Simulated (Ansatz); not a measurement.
Runs of Ansatz 0.2.0 on La2O3. Symmetry: P-62m, No. 189, hexagonal system. The conventional cell has a = 6.267 Å, b = 6.267 Å, c = 3.300 Å, α = 90.00°, β = 90.00°, γ = 120.00°. La (site symmetry -6) has 6 O at 2.45 Å as nearest neighbours. O (site symmetry m2m) has 4 La at 2.45 Å as nearest neighbours. The cell comes from a database or a generator and needn't be the stable form of this composition.

```csv
task,level,cell,cutoff (eV),points for each segment of the path,gap on the mesh (eV),pressure (GPa),relaxed volume (Å³/atom),largest force (eV/Å)
relaxation of cell and atoms,LDA,relaxed,420,-,1.20,0.0,21.89,-
relaxation of cell and atoms,r2SCAN,relaxed,500,-,1.92,0.0,(b),-
band structure,LDA,as given,420,14,1.39,-3.3,-,(c)
band structure,r2SCAN,as given,500,14,1.85,(a),-,0.05
```

Alike in all rows: potentials or basis Ansatz PAW; no spin polarisation; k mesh 5 × 5 × 8; smearing fermi-dirac 0.05 eV.

Fill in the values left out.

(a) 1.4; (b) 22.93; (c) 0.07.

Caveats: spin-orbit coupling is left out, which moves the levels of the heavy elements; the PAW data sets come from PBE, with cores solved anew for the run's functional, which leaves a small shift of forces and pressure; odd divisions of the mesh miss points on the zone boundary, where band edges often lie, so the gap on the mesh can be too wide (some runs); the plane-wave basis is chosen anew once the cell has moved, so the energies of steps on either side of that aren't comparable (some runs); the magnetic or orbital state may not be the lowest (some runs).

A k mesh can miss the band edges, and the runs leave out spin-orbit coupling on La.

Runs at the PBE level aren't shown here.
